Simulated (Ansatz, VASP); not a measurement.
One calculation of CdS, two programs

File INCAR:

```
  PREC = Accurate
  ENCUT = 520
  EDIFF = 1E-7
  ISMEAR = 0
  SIGMA = 0.05
  LREAL = False
  LASPH = True
  NELM = 100
  ALGO = Normal
  ISIF = 2
  LWAVE = False
  LCHARG = False
  GGA = RE
  IVDW = 12
  NBANDS = 16
```

The input KPOINTS:

```
regular mesh
0
Gamma
  8 8 8
```

POSCAR

```
CdS
1.0
    0.0000000000      2.9174816438      2.9174816438
    2.9174816438      0.0000000000      2.9174816438
    2.9174816438      2.9174816438      0.0000000000
Cd S
1 1
Direct
    0.0000000000      0.0000000000      0.0000000000
    0.7500000000      0.7500000000      0.7500000000
```

Input for Ansatz:

```yaml
crystal:
  lattice:
    - [0.0, 2.9174816438, 2.9174816438]
    - [2.9174816438, 0.0, 2.9174816438]
    - [2.9174816438, 2.9174816438, 0.0]
  atoms:
    - { symbol: Cd, position: [0.0, 0.0, 0.0] }
    - { symbol: S, position: [0.75, 0.75, 0.75] }
basis:
  ecutwfc: 420
  ecutrho_ratio: 4
kpoints:
  mp_grid: { grid: [8, 8, 8] }
hamiltonian:
  xc: revpbe
  dispersion: d3bj
scf:
  occupations: { method: gaussian, width: 0.05 }
output:
  forces: true
  stress: true
  eigenvalues: true
```

Alike in both runs: task single point; functional revPBE; dispersion D3(BJ); k mesh 8 × 8 × 8; occupations gaussian, width 0.05 eV; no spin polarisation.

|  | VASP | Ansatz |
| --- | --- | --- |
| version | VASP 6.6.1 | Ansatz 0.2.0 |
| potentials or method | VASP PAW PBE potentials, release 64 (Cd, S) | scalar-relativistic, plane waves, PAW |
| plane-wave cutoff (eV) | 520 | 420 |
| valence electrons in the cell | 18 | 26 |

Ansatz gave:

- gap on the k mesh at the Fermi level (eV): 1.28
- least direct gap on the mesh (eV): 1.28
- pressure (GPa): 0.0
- dispersion energy (meV/atom): -590.3

**Question.** What did VASP give for the same quantities?

**Answer.** gap on the k mesh at the Fermi level (eV): 1.28; least direct gap on the mesh (eV): 1.28; pressure (GPa): 0.3; dispersion energy (meV/atom): -590.3.

The two sets of potentials don't hold the same shells in valence.

Caveats: the PAW data sets were made with another functional, which shifts forces and pressure a little (VASP).
